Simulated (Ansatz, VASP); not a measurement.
# K: VASP beside Ansatz

The input INCAR:

```
ALGO     = Fast           # electronic algorithm
EDIFF    = 1E-6           # SCF threshold, eV
ENCUT    = 520            # plane-wave cutoff, eV
GGA      = PS             # functional
ISIF     = 2              # what is computed and relaxed
ISMEAR   = 0              # smearing method
LASPH    = T              # aspherical terms in the spheres
LCHARG   = T              # write CHGCAR
LELF     = T              # ELF
LREAL    = F              # projectors in reciprocal space
LVHAR    = T            
LWAVE    = F              # write WAVECAR
NBANDS   = 10             # bands
NELM     = 60             # most SCF steps
PREC     = Accurate       # precision mode
SIGMA    = 0.1            # smearing width, eV
```

File KPOINTS:

```
k-points
0
Gamma
  12 12 12
```

File POSCAR:

```
K
1.0
   -2.5591687090      2.5591687090      2.5591687090
    2.5591687090     -2.5591687090      2.5591687090
    2.5591687090      2.5591687090     -2.5591687090
K
1
Direct
    0.0000000000      0.0000000000      0.0000000000
```

Input for Ansatz:

```yaml
crystal:
  lattice:
    - [-2.559168709, 2.559168709, 2.559168709]
    - [2.559168709, -2.559168709, 2.559168709]
    - [2.559168709, 2.559168709, -2.559168709]
  atoms:
    - { symbol: K, position: [0.0, 0.0, 0.0] }
basis:
  ecutwfc: 420
kpoints:
  mp_grid: { grid: [12, 12, 12] }
hamiltonian:
  xc: pbesol
scf:
  occupations: { method: gaussian, width: 0.1 }
output:
  forces: true
  stress: true
  eigenvalues: true
```

Alike in both runs: task single point; functional PBEsol; k mesh 12 × 12 × 12; occupations gaussian, width 0.1 eV; no spin polarisation.

|  | VASP | Ansatz |
| --- | --- | --- |
| version | VASP 6.6.1 | Ansatz 0.2.0 |
| potentials or method | VASP PAW PBE potentials, release 64 (K_sv) | scalar-relativistic, plane waves, PAW |
| plane-wave cutoff (eV) | 520 | 420 |
| valence electrons in the cell | 9 | 9 |

```csv
,VASP,Ansatz,Ansatz less VASP
gap on the k mesh at the Fermi level (eV),none,none,-
pressure (GPa),0.2,0.2,+0.01
```

A gap of «none» marks a metal or a gap that the smearing closes.

Caveats: the PAW data sets were made with another functional, which shifts forces and pressure a little (VASP).
